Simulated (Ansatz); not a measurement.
**TlBr, a database entry at a rescaled volume**

```
CELL_PARAMETERS angstrom
3.97836 0.00000 0.00000
0.00000 3.97836 0.00000
0.00000 0.00000 3.97836
ATOMIC_POSITIONS crystal
Tl 0.00000 0.00000 0.00000
Br 0.50000 0.50000 0.50000
```

The numbers come from plane-wave PAW DFT (Ansatz): PBE, no spin polarisation, 420 eV, 7×7×7 Γ-centred k points, fermi-dirac occupations (width 0.1 eV). Nothing was relaxed.

Formation energy: -0.83 eV an atom against the elements' usual phases (free molecules for gases, crystals otherwise, with no correction for O₂ or N₂), so it is bound against them; other compounds may still compete. Relaxing would lower it.
Contacts: Tl–Br at 3.45 Å: least valence density 0.09 e/Å³ and ELF 0.10 there, a closed-shell (ionic or weak) contact. Tl–Tl at 3.98 Å: least valence density 0.03 e/Å³ and ELF 0.03 there, so no covalent bond. Br–Br at 3.98 Å: least valence density 0.04 e/Å³ and ELF 0.04 there, a closed-shell (ionic or weak) contact. These are pseudo-fields; inside the PAW spheres they differ from the all-electron ones.
Electronic structure: The gap is 1.85 eV, direct at the points sampled.
Band edges: Within 0.7 eV of the edges, the states project mainly on Br p (83 %) and Tl s (14 %) below the gap and on Tl p (82 %) above it.
Stress: The pressure is 1.3 GPa (compression positive), so with the atoms held at these fractions the cell would first expand.
Charges: Bader charges in e: Tl +0.65, Br -0.65. In the mean Tl gives up most and Br takes most.

Origin: a database entry at a rescaled volume. Caveats: no spin-orbit coupling, which can shift this gap by tenths of an eV; the mesh misses a band edge that the path finds.
